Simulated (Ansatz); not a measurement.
# InP (F-43m) in Ansatz: convergence with dr2 threshold

Aim: find how far dr2 threshold must go before the results for InP settle, at PBE. This setting moves, with any that are tied to it; all else stays.

Everything below comes from runs of Ansatz 0.2.0. Logs are shortened: lines on timing, memory, paths and dates and some standing lists are left out, and cuts for length are marked.

## Step 1: The structure

The structure is cubic, space group F-43m (No. 216). The conventional cell has a = 5.861 Å, b = 5.861 Å, c = 5.861 Å, α = 90.00°, β = 90.00°, γ = 90.00°. Around In (site symmetry -43m) lie 4 P at 2.54 Å. Around P (site symmetry -43m) lie 4 In at 2.54 Å.

## Step 2: With dr2 threshold 0.001

Contents of input.yaml:

```yaml
crystal:
  lattice:
    - [0.0, 2.9305, 2.9305]
    - [2.9305, 0.0, 2.9305]
    - [2.9305, 2.9305, 0.0]
  atoms:
    - { symbol: In, position: [0.0, 0.0, 0.0] }
    - { symbol: P, position: [0.75, 0.75, 0.75] }
kpoints:
  mp_grid: { grid: [8, 8, 8] }
scf:
  occupations: { method: fermi_dirac, width: 0.05 }
  convergence: { dr2_threshold: 0.001 }
hamiltonian:
  xc: pbe
  pseudopotentials: { kind: all_electron, lapw: { basis_error: 0.001 } }
output:
  forces: true
  stress: true
  eigenvalues: true
```

Potentials or basis: all-electron LAPW, scalar-relativistic.

Started as:

```bash
$ ansatz run input.yaml --threads 1 --pin off --max-ram 3072MiB --backend cpu --events-out ev --progress --plain --runs-dir out
```

Standard output:

```text
Warning: scf.convergence.dr2_threshold = 1e-3 eV is looser than this run's default, which is 1e-7 eV or tighter. The error in the forces grows as the threshold's square root, so leave the key out unless less accurate forces are enough
Warning: output.stress: scf.convergence.dr2_threshold = 1e-3 eV is looser than the 1e-7 eV advised for a printed stress on datasets or a basis made for the crystal, by an estimate of what a threshold leaves in their stress. Set scf.convergence.dr2_threshold to 1e-7 eV or tighter
Warning: RAYON_NUM_THREADS=1 ignored (pool sized by the plan → 1); use --threads N
LAPW: plane waves up to 8.013 Å⁻¹, error target 1.0e-3 eV per atom; small_component_spin mean_spin; P in spheres of 1.105 Å, 13 of its electrons in bands, Dirac shells []; In in spheres of 1.433 Å, 21 of its electrons in bands, Dirac shells [] (how accurate: hamiltonian.pseudopotentials.lapw.basis_error, Limitations)
Engine: ansatz 0.2.0, aarch64-unknown-linux-gnu
Pseudopotentials: kind: all_electron
Pseudopotential: In, LAPW, valence charge 21, lapw/all_electron/scalar/gaussian/In, Koelling and Harmon's equation, gaussian nucleus
Pseudopotential: P, LAPW, valence charge 13, lapw/all_electron/scalar/gaussian/P, Koelling and Harmon's equation, gaussian nucleus
Functional definition: PBE
  parameter kappa = 0.804
  parameter beta = 0.06672455060314922
  exchange = pbe_x(kappa = kappa, mu = beta*pi^2/3)
  correlation = pbe_c(beta = beta)
Crystal: 2 atoms, lattice volume = 50.333 Å³
Basis set: ecut = 244.61379969458542 eV, 411 PW (Γ), exchange–correlation at level 2
Bands: 21, of which v1, the nominal top of the filled ones, is band 17 counted from 1 (16 counted from 0)
Symmetry: 24 space group operations
Space group: F-43m (ITA 216), of the structure as read, at distance tolerance 3.7e-5 Å
k-points: 29 of 512 (time reversal used)
Non-local potential: In, projectors of the file, none
Non-local potential: P, projectors of the file, none
Initial density: superposition of atomic densities (chi_scale 0.1, normalization cell, long waves kept (reshape's long-wave potential 0.00 eV rms))
Initial wavefunctions: plane waves of lowest kinetic energy (no species holds an atomic orbital)
Functional: x = pbe(κ = 0.804, μ = 0.2195149727645171), c = pbe(β = 0.06672455060314922)
iter 1 solved again at ethr=3.70e-3 eV; its pass at ethr=1.00e-1 eV (dr2=1.26e0 eV) is discarded
SCF iter   1: F=—  HF=-169355.820501 eV  |F-HF|=—  |Δ(HF+E_count)|=         —  Δρ=3.65e-2  dr2=1.26e0  ethr=3.70e-3  ⟨swp⟩=2.0  Hψ=4162  notcnv=0
preconditioner: auto → none  [insulator: Δε(μ)=1.114 eV  Ē_g=14.271 eV  σ=0.050 eV  W_gap=1.00  n_scr=14 (ndim 8)  ℏωp=22.2 eV  f_vac=0.032  D(μ)=0.00/eV (n_scr^D=0)  ε∞_Penn≈3.4]
iter 2 solved again at ethr=1.98e-4 eV; its pass at ethr=3.70e-3 eV (dr2=6.75e-2 eV) is discarded
SCF iter   2: F=—  HF=-169355.430655 eV  |F-HF|=—  |Δ(HF+E_count)|=   3.90e-1  Δρ=1.23e-2  dr2=6.75e-2  ethr=1.98e-4  ⟨swp⟩=2.0  Hψ=3198  notcnv=0
SCF iter   3: F=—  HF=-169355.404498 eV  |F-HF|=—  |Δ(HF+E_count)|=   2.62e-2  Δρ=6.07e-3  dr2=1.55e-2  ethr=1.98e-4  ⟨swp⟩=2.0  Hψ=1798  notcnv=0
SCF iter   4: F=—  HF=-169355.405388 eV  |F-HF|=—  |Δ(HF+E_count)|=         —  Δρ=1.30e-3  dr2=9.23e-4  ethr=4.56e-5  ⟨swp⟩=2.0  Hψ=1719  notcnv=0
the basis was enlarged: its passes take 647.8 KiB over the memory plan, 1 of 1 planned eigensolver slots
SCF iter   5: F=-169355.405006 eV  HF=-169355.404982 eV  |F-HF|=2.42e-5  |Δ(HF+E_count)|=   4.06e-4  Δρ=1.83e-4  dr2=1.61e-5  ethr=2.72e-6  ⟨swp⟩=2.4  Hψ=1699  notcnv=0
SCF 1 converged in 5 iterations: F = -169355.405006 eV  dr2 = 1.61e-5
SCF converged after 5 iterations
Free energy (F): -169355.405006 eV
Harris-Foulkes:  -169355.404982 eV  (|F-HF|=2.42e-5)
Internal energy: -169355.405001 eV  (E = F + TS)
E sigma→0 (E₀):  -169355.405004 eV
Entropy (-TS):   -0.000005 eV (-0.003 meV/atom)
Fermi energy:    9.483950 eV
--- Per-component energies (eV) ---
  E_band       = -1583.277138
  E_kinetic    = 177332.505243
  E_xc         = -4985.310998
  E_electrostatic = -341702.599246  (all electrons and nuclei)
  E_smearing   = -0.000005  (= −TS)
  E_closure    = 0.000000  (closes the sum)
  E_atoms      = -169347.050426  (free atoms, spherical and without spin; not in F)
  Σ components = -169355.405006   (vs F -169355.405006, Δ=0.00e0)
  Basis errors (estimates in eV, not in F): energy 4.5e-4 per atom: plane waves 4.1e-4 (2.4e-4 summed), levels above the bands 1.2e-58, relativity 3.8e-8, radial functions 4.5e-5, core shells 6.7e-8; eigenvalues (radial functions only) 1.1e-6; not estimated: angular momenta, meshes, grids; target (lapw.basis_error) 1.0e-3; muffin-tin radii P 1.105 Å, In 1.433 Å
--- Forces (eV/Å), atoms counted from 1 ---
  atom   1  In     0.00000000    -0.00000000    -0.00000000
  atom   2  P     -0.00000000     0.00000000     0.00000000
  max |Σ_I F_I| component: 3.24e-17 eV/Å
--- Stress (GPa, compression-positive) ---
        3.341217      -0.000000      -0.000000
       -0.000000       3.341217       0.000000
       -0.000000       0.000000       3.341217
  P = ⅓ Tr σ = 3.3412 GPa (33.412 kbar)
--- Band table (eV; the first three rows and the last of 29) ---
  k-point 0: bands = ["-158.5250", "-109.0019", "-109.0019", "-109.0019", "-105.8696", "-64.3561", "-64.3561", "-64.3561", "-5.0969", "-5.0969", "-5.0969", "-4.9450", "-4.9450", "-2.4195", "9.0971", "9.0971", "9.0971", "9.8081", "13.1896", "13.1896", "13.1896"]
  k-point 1: bands = ["-158.5250", "-109.0019", "-109.0019", "-109.0019", "-105.8696", "-64.3562", "-64.3562", "-64.3562", "-5.1159", "-5.0894", "-5.0894", "-4.9450", "-4.9450", "-2.2410", "7.5594", "8.9114", "8.9114", "10.7519", "13.3406", "13.4663", "13.4663"]
  k-point 2: bands = ["-158.5250", "-109.0019", "-109.0019", "-109.0019", "-105.8696", "-64.3563", "-64.3562", "-64.3562", "-5.1591", "-5.0736", "-5.0736", "-4.9424", "-4.9424", "-1.7425", "5.6589", "8.5408", "8.5408", "10.8943", "13.8889", "13.8889", "14.4146"]
  k-point 28: bands = ["-158.5250", "-109.0019", "-109.0019", "-109.0019", "-105.8696", "-64.3563", "-64.3563", "-64.3562", "-5.2487", "-5.0369", "-5.0010", "-4.9655", "-4.9300", "0.0368", "3.5013", "6.1472", "6.1887", "13.3856", "13.4782", "14.6680", "15.3001"]
```

Run time: 9 s. Hardware: 1 thread of Arm Neoverse V1, shared host; peak memory 0.27 GiB.

Results:

- Free energy: -169355.4050 eV
- Pressure: 3.3 GPa
- Band gap on the k mesh: 0.71 eV, direct

## Step 3: With dr2 threshold 0.0001

Edit input.yaml of step 2 so:

```diff
@@ -12,3 +12,3 @@
   occupations: { method: fermi_dirac, width: 0.05 }
-  convergence: { dr2_threshold: 0.001 }
+  convergence: { dr2_threshold: 0.0001 }
 hamiltonian:
```

Potentials or basis: all-electron LAPW, scalar-relativistic.

Started as:

```bash
$ ansatz run input.yaml --threads 1 --pin off --max-ram 3072MiB --backend cpu --events-out ev --progress --plain --runs-dir out
```

Wall time 9.7 s (1 thread of Arm Neoverse V1, shared host); peak memory 0.27 GiB.

What came out:

```yaml
Free_energy: -169355.4050 eV
Pressure: 3.3 GPa
Band_gap_on_the_k_mesh: 0.71 eV, direct
```

## Step 4: With dr2 threshold 1e-05

Edit input.yaml of step 3 so:

```diff
@@ -12,3 +12,3 @@
   occupations: { method: fermi_dirac, width: 0.05 }
-  convergence: { dr2_threshold: 0.0001 }
+  convergence: { dr2_threshold: 1.0e-05 }
 hamiltonian:
```

Started as:

```bash
$ ansatz run input.yaml --threads 1 --pin off --max-ram 3072MiB --backend cpu --events-out ev --progress --plain --runs-dir out
```

Wall time 9.7 s (1 thread of Arm Neoverse V1, shared host); peak memory 0.27 GiB.

Results:

- Free energy: -169355.4050 eV
- Pressure: 3.3 GPa
- Band gap on the k mesh: 0.71 eV, direct

## Step 5: With dr2 threshold 1e-06

Edit input.yaml of step 4 so:

```diff
@@ -12,3 +12,3 @@
   occupations: { method: fermi_dirac, width: 0.05 }
-  convergence: { dr2_threshold: 1.0e-05 }
+  convergence: { dr2_threshold: 1.0e-06 }
 hamiltonian:
```

Started as:

```bash
$ ansatz run input.yaml --threads 1 --pin off --max-ram 3072MiB --backend cpu --events-out ev --progress --plain --runs-dir out
```

It took 9.7 s on 1 thread of Arm Neoverse V1, shared host; peak memory 0.26 GiB.

Results:

```
Free energy            : -169355.4050 eV
Pressure               : 3.3 GPa
Band gap on the k mesh : 0.71 eV, direct
```

## Step 6: With dr2 threshold 1e-07

Edit input.yaml of step 5 so:

```diff
@@ -12,3 +12,3 @@
   occupations: { method: fermi_dirac, width: 0.05 }
-  convergence: { dr2_threshold: 1.0e-06 }
+  convergence: { dr2_threshold: 1.0e-07 }
 hamiltonian:
```

Potentials or basis: all-electron LAPW, scalar-relativistic.

Started as:

```bash
$ ansatz run input.yaml --threads 1 --pin off --max-ram 3072MiB --backend cpu --events-out ev --progress --plain --runs-dir out
```

It took 11 s on 1 thread of Arm Neoverse V1, shared host; peak memory 0.27 GiB.

What came out:

```
Free energy            : -169355.4050 eV
Pressure               : 3.3 GPa
Band gap on the k mesh : 0.71 eV, direct
```

## Step 7: With dr2 threshold 1e-08

Edit input.yaml of step 6 so:

```diff
@@ -12,3 +12,3 @@
   occupations: { method: fermi_dirac, width: 0.05 }
-  convergence: { dr2_threshold: 1.0e-07 }
+  convergence: { dr2_threshold: 1.0e-08 }
 hamiltonian:
```

Started as:

```bash
$ ansatz run input.yaml --threads 1 --pin off --max-ram 3072MiB --backend cpu --events-out ev --progress --plain --runs-dir out
```

It took 11 s on 1 thread of Arm Neoverse V1, shared host; peak memory 0.27 GiB.

Results (log left out):

- Free energy: -169355.4050 eV
- Pressure: 3.3 GPa
- Band gap on the k mesh: 0.71 eV, direct

## Step 8: With dr2 threshold 1e-10

Edit input.yaml of step 7 so:

```diff
@@ -12,3 +12,3 @@
   occupations: { method: fermi_dirac, width: 0.05 }
-  convergence: { dr2_threshold: 1.0e-08 }
+  convergence: { dr2_threshold: 1.0e-10 }
 hamiltonian:
```

Started as:

```bash
$ ansatz run input.yaml --threads 1 --pin off --max-ram 3072MiB --backend cpu --events-out ev --progress --plain --runs-dir out
```

Run time: 12 s. Hardware: 1 thread of Arm Neoverse V1, shared host; peak memory 0.27 GiB.

The run converged. Its results:

```yaml
Free_energy: -169355.4050 eV
Pressure: 3.3 GPa
Band_gap_on_the_k_mesh: 0.71 eV, direct
```

## Step 9: Result

| dr2 threshold | energy less the tightest run, at zero smearing (meV/atom) | SCF cycles | CPU time (s) | peak memory (GiB) |
| --- | --- | --- | --- | --- |
| 0.001 | 0.00 | 5 | 9 | 0.27 |
| 0.0001 | 0.00 | 6 | 9.7 | 0.27 |
| 1e-05 | 0.00 | 6 | 9.7 | 0.27 |
| 1e-06 | 0.00 | 6 | 9.7 | 0.26 |
| 1e-07 | 0.00 | 7 | 11 | 0.27 |
| 1e-08 | 0.00 | 7 | 11 | 0.27 |
| 1e-10 | 0.00 | 9 | 12 | 0.27 |

Against the tightest run, the energy stays within 1 meV/atom from 0.001 on. The tightest run that finished is the yardstick and may itself not be fully converged.

Caveats: spin-orbit coupling is left out, which moves the levels of the heavy elements.
